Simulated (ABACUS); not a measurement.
# Ge (P6_3/mmc) in ABACUS: a series of runs, part 2 of 2

ABACUS 3.10.1.

### 3 Equation of state, PBEsol, 21.46 Å³/atom (volume scaled by 0.94)

The input, run_abacus.py:

```python
"""ABACUS run from a structure file: ASE reads it, the script writes STRU, KPT and INPUT."""
import re
import subprocess
from ase.io import read
from ase.units import Bohr

atoms = read("POSCAR")
atoms = atoms[(-atoms.numbers).argsort(kind="stable")]  # ABACUS lists atoms element by element
pseudo = {'Ge': 'Ge.upf'}
orbital = {}
magmoms = None
kmesh = [6, 6, 3]
params = {
    'suffix': 'Ge',
    'calculation': 'scf',
    'basis_type': 'pw',
    'pseudo_dir': './',
    'symmetry': 1,
    'dft_functional': 'pbesol',
    'ecutwfc': 79,
    'pseudo_rcut': 7,
    'nspin': 1,
    'nbands': 34,
    'ks_solver': 'dav',
    'smearing_method': 'fd',
    'smearing_sigma': 0.00367493,
    'scf_thr': 1e-08,
    'scf_nmax': 100,
    'mixing_type': 'broyden',
    'mixing_beta': 0.7,
    'cal_force': 1,
    'cal_stress': 1,
    'kpar': 4,
}

symbols = atoms.get_chemical_symbols()
elements = list(dict.fromkeys(symbols))
lines = ["ATOMIC_SPECIES"] + [f"{e} {atoms.get_masses()[symbols.index(e)]:.4f} {pseudo[e]}" for e in elements]
if orbital:
    lines += ["", "NUMERICAL_ORBITAL"] + [orbital[e] for e in elements]
lines += ["", "LATTICE_CONSTANT", f"{1 / Bohr:.10f}", "", "LATTICE_VECTORS"]
lines += [" ".join(f"{x:.10f}" for x in v) for v in atoms.cell]
lines += ["", "ATOMIC_POSITIONS", "Direct"]
for e in elements:
    lines += ["", e, "0.0", str(symbols.count(e))]
    for i, p in enumerate(atoms.get_scaled_positions(wrap=False)):
        if symbols[i] == e:
            mag = "" if magmoms is None else " mag " + " ".join(str(x) for x in (magmoms[i] if isinstance(magmoms[i], list) else [magmoms[i]]))
            lines.append(" ".join(f"{x:.10f}" for x in p) + " 1 1 1" + mag)
open("STRU", "w").write("\n".join(lines) + "\n")
open("KPT", "w").write("K_POINTS\n0\nGamma\n%d %d %d 0 0 0\n" % tuple(kmesh))
open("INPUT", "w").write("INPUT_PARAMETERS\n" + "".join(f"{k:<20s}{v}\n" for k, v in params.items()))

done = subprocess.run(['mpirun', '-np', '4', 'abacus'])
if done.returncode:
    raise SystemExit(done.returncode)
log = open("OUT.Ge/running_scf.log").read()
print("final energy (eV):", re.findall(r"FINAL_ETOT_IS (\S+)", log))
```

The input, POSCAR:

```
Ge
1.0
    3.9159795603      0.0000000000      0.0000000000
   -1.9579897802      3.3913377800      0.0000000000
    0.0000000000      0.0000000000      6.4646589660
Ge
4
Direct
    0.3333333333      0.6666666667      0.9370987500
    0.6666666667      0.3333333333      0.4370987500
    0.3333333333      0.6666666667      0.5629012500
    0.6666666667      0.3333333333      0.0629012500
```

Potentials or basis: PseudoDojo NC SR 0.4.1 PBEsol standard, plane waves.

Started as:

```sh
OMP_NUM_THREADS=1 python run_abacus.py > log
```

running log:

```text
ABACUS v3.10.1

               Atomic-orbital Based Ab-initio Computation at UStc

 ------------------------------------------------------------------------------------

 READING GENERAL INFORMATION
                           global_out_dir = OUT.Ge/
                           global_in_card = INPUT
                               pseudo_dir = ./
                              orbital_dir =
                                    DSIZE = 4
                                    GSIZE = 1

 READING UNITCELL INFORMATION
                                    ntype = 1
                  lattice constant (Bohr) = 1.88973
              lattice constant (Angstrom) = 1

 READING ATOM TYPE 1
                               atom label = Ge
                      L=0, number of zeta = 1
                      L=1, number of zeta = 1
                      L=2, number of zeta = 1
             number of atom for this type = 4

                        TOTAL ATOM NUMBER = 4
DIRECT COORDINATES
    atom                   x                   y                   z     mag                  vx                  vy                  vz
taud_Ge1            0.3333333333        0.6666666667        0.9370987500  0.0000        0.0000000000        0.0000000000        0.0000000000
taud_Ge2            0.6666666667        0.3333333333        0.4370987500  0.0000        0.0000000000        0.0000000000        0.0000000000
taud_Ge3            0.3333333333        0.6666666667        0.5629012500  0.0000        0.0000000000        0.0000000000        0.0000000000
taud_Ge4            0.6666666667        0.3333333333        0.0629012500  0.0000        0.0000000000        0.0000000000        0.0000000000

                          Volume (Bohr^3) = 579.367
                             Volume (A^3) = 85.8532

 Lattice vectors: (Cartesian coordinate: in unit of a_0)
             +3.91598                  +0                  +0
             -1.95799            +3.39134                  +0
                   +0                  +0            +6.46466
 Reciprocal vectors: (Cartesian coordinate: in unit of 2 pi/a_0)
            +0.255364           +0.147434                  -0
                   -0           +0.294869                  -0
[... 194 lines left out ...]

 PW ALGORITHM --------------- ION=   1  ELEC=   1--------------------------------

 Notice: Threshold on eigenvalues was too large.
 hsover_error=0.56 > DRHO=0.0722603
 Origin diag ethr = 0.01
 New diag ethr = 0.000129036

 Density error is 0.0726061431072
                          Error Threshold = 0.00012903619255
----------------------------------------------------------
     Energy           Rydberg                 eV
----------------------------------------------------------
 E_KohnSham     -713.5979845761      -9708.9986715511
 E_Harris       -713.3406506495      -9705.4974638602
 E_Fermi        0.7413946450         10.0871916385
----------------------------------------------------------
[... 75 lines left out ...]
 Density error is 2.33473535133e-10
                          Error Threshold = 1.11566155341e-10
----------------------------------------------------------
     Energy           Rydberg                 eV
----------------------------------------------------------
 E_KohnSham     -713.5995228820      -9709.0196012772
 E_KS(sigma->0) -713.5994169939      -9709.0181605955
 E_Harris       -713.5994514375      -9709.0186292239
 E_band         -37.7914353022       -514.1788557085
 E_one_elec     -356.6395174099      -4852.3295687445
 E_Hartree      217.4720568325       2958.8591287014
 E_xc           -172.8902499926      -2352.2925285440
 E_Ewald        -401.5416005358      -5463.2537513266
 E_entropy(-TS) -0.0002117762        -0.0028813635
 E_descf        0.0000000000         0.0000000000
 E_exx          0.0000000000         0.0000000000
 E_Fermi        0.7627232921         10.3773827698
----------------------------------------------------------

 charge density convergence is achieved
 final etot is -9709.0196013 eV
 EFERMI = 10.37738277 eV

 STATE ENERGY(eV) AND OCCUPATIONS    NSPIN == 1
 1/4 kpoint (Cartesian) = 0.0000 0.0000 0.0000 (6851 pws)
       1       -14.7893      0.0185185
       2       -14.7893      0.0185185
       3       -14.7452      0.0185185
       4       -14.7442      0.0185185
       5       -14.7442      0.0185185
       6       -14.7306      0.0185185
[... 134 lines left out ...]
      33        14.7015    1.53396e-39
      34        16.1009    1.07391e-51

------------------------------------------------------------------------------------------
 TOTAL-FORCE (eV/Angstrom)
------------------------------------------------------------------------------------------
                       Ge1         0.0000000000         0.0000000000        -0.0316024805
                       Ge2         0.0000000000         0.0000000000        -0.0316024805
                       Ge3         0.0000000000         0.0000000000         0.0316024805
                       Ge4         0.0000000000         0.0000000000         0.0316024805
------------------------------------------------------------------------------------------

----------------------------------------------------------------
 TOTAL-STRESS (KBAR)
----------------------------------------------------------------
        49.9454985177         0.0000000007        -0.0000000000
         0.0000000007        49.9454985154         0.0000000000
         0.0000000000        -0.0000000000        43.3837925776
----------------------------------------------------------------
 TOTAL-PRESSURE: 47.758263 KBAR

 --------------------------------------------
 !FINAL_ETOT_IS -9709.0196012772084941 eV
 --------------------------------------------
```

INPUT:

```text
INPUT_PARAMETERS
suffix              Ge
calculation         scf
basis_type          pw
pseudo_dir          ./
symmetry            1
dft_functional      pbesol
ecutwfc             79
pseudo_rcut         7
nspin               1
nbands              34
ks_solver           dav
smearing_method     fd
smearing_sigma      0.00367493
scf_thr             1e-08
scf_nmax            100
mixing_type         broyden
mixing_beta         0.7
cal_force           1
cal_stress          1
kpar                4
```

STRU:

```text
ATOMIC_SPECIES
Ge 72.6300 Ge.upf

LATTICE_CONSTANT
1.8897261258

LATTICE_VECTORS
3.9159795603 0.0000000000 0.0000000000
-1.9579897802 3.3913377800 0.0000000000
0.0000000000 0.0000000000 6.4646589660

ATOMIC_POSITIONS
Direct

Ge
0.0
4
0.3333333333 0.6666666667 0.9370987500 1 1 1
0.6666666667 0.3333333333 0.4370987500 1 1 1
0.3333333333 0.6666666667 0.5629012500 1 1 1
0.6666666667 0.3333333333 0.0629012500 1 1 1
```

Run time: 31 s. Hardware: 4 MPI ranks of Intel Xeon Platinum 8375C at 2.90GHz (Ice Lake), shared host; peak memory 0.68 GiB.

What came out:

```yaml
Free_energy: -9709.0196 eV
Pressure: 4.8 GPa
Largest_force: 0.032 eV/Å
Band_gap_on_the_k_mesh: none (metal or under the smearing width)
```

### 4 Equation of state, PBEsol, 22.38 Å³/atom (volume scaled by 0.98)

run_abacus.py is that of step 3.

The input, POSCAR:

```
Ge
1.0
    3.9707555995      0.0000000000      0.0000000000
   -1.9853777998      3.4387752215      0.0000000000
    0.0000000000      0.0000000000      6.5550854883
Ge
4
Direct
    0.3333333333      0.6666666667      0.9370987500
    0.6666666667      0.3333333333      0.4370987500
    0.3333333333      0.6666666667      0.5629012500
    0.6666666667      0.3333333333      0.0629012500
```

Started as:

```sh
OMP_NUM_THREADS=1 python run_abacus.py > log
```

It took 30 s on 4 MPI ranks of Intel Xeon Platinum 8375C at 2.90GHz (Ice Lake), shared host; peak memory 0.6 GiB.

It converged, with:

| Quantity | Value |
| --- | --- |
| Free energy | -9709.0884 eV |
| Pressure | 1.4 GPa |
| Largest force | 0.018 eV/Å |
| Band gap on the k mesh | none (metal or under the smearing width) |

### 5 Equation of state, PBEsol, 23.29 Å³/atom (volume scaled by 1.02)

run_abacus.py is that of step 4.

The input, POSCAR:

```
Ge
1.0
    4.0240606931      0.0000000000      0.0000000000
   -2.0120303466      3.4849387866      0.0000000000
    0.0000000000      0.0000000000      6.6430837134
Ge
4
Direct
    0.3333333333      0.6666666667      0.9370987500
    0.6666666667      0.3333333333      0.4370987500
    0.3333333333      0.6666666667      0.5629012500
    0.6666666667      0.3333333333      0.0629012500
```

Started as:

```sh
OMP_NUM_THREADS=1 python run_abacus.py > log
```

Run time: 34 s. Hardware: 4 MPI ranks of Intel Xeon Platinum 8375C at 2.90GHz (Ice Lake), shared host; peak memory 0.68 GiB.

The run converged. Its results:

```
Free energy            : -9709.0914 eV
Pressure               : -1.1 GPa
Largest force          : 0.011 eV/Å
Band gap on the k mesh : 0.27 eV, direct
```

Caveat: an odd mesh through Γ misses points on the zone boundary, where band edges often lie.

### 6 Equation of state, PBEsol, 24.20 Å³/atom (volume scaled by 1.06)

run_abacus.py is that of step 5.

The input, POSCAR:

```
Ge
1.0
    4.0759897844      0.0000000000      0.0000000000
   -2.0379948922      3.5299106989      0.0000000000
    0.0000000000      0.0000000000      6.7288103778
Ge
4
Direct
    0.3333333333      0.6666666667      0.9370987500
    0.6666666667      0.3333333333      0.4370987500
    0.3333333333      0.6666666667      0.5629012500
    0.6666666667      0.3333333333      0.0629012500
```

Potentials or basis: PseudoDojo NC SR 0.4.1 PBEsol standard, plane waves.

Started as:

```sh
OMP_NUM_THREADS=1 python run_abacus.py > log
```

Run time: 35 s. Hardware: 4 MPI ranks of Intel Xeon Platinum 8375C at 2.90GHz (Ice Lake), shared host; peak memory 0.64 GiB.

Results (log left out):

```
Free energy            : -9709.0400 eV
Pressure               : -3.3 GPa
Largest force          : 0.010 eV/Å
Band gap on the k mesh : 0.20 eV, indirect (least direct gap 0.25 eV)
```

Caveat: an odd mesh through Γ misses points on the zone boundary, where band edges often lie.

### 7 Equation of state, PBEsol

No new run: the results of the series are fitted here.

Results:

```yaml
Equilibrium_volume: 22.87 Å³/atom
Bulk_modulus_at_fixed_shape_and_positions: 65 GPa
Pressure_derivative_of_the_bulk_modulus: "3.8 (rough: it moves with the points fitted)"
```

Energy against volume, from the lowest point:
```tsv
volume (Å³/atom)	energy (meV/atom)
21.463	17.94
22.377	0.74
23.290	0.00
24.203	12.85
```

Caveat: the cell was scaled at fixed shape and fractional positions, which overstates the stiffness of a crystal with free parameters, most of all of layers and chains.
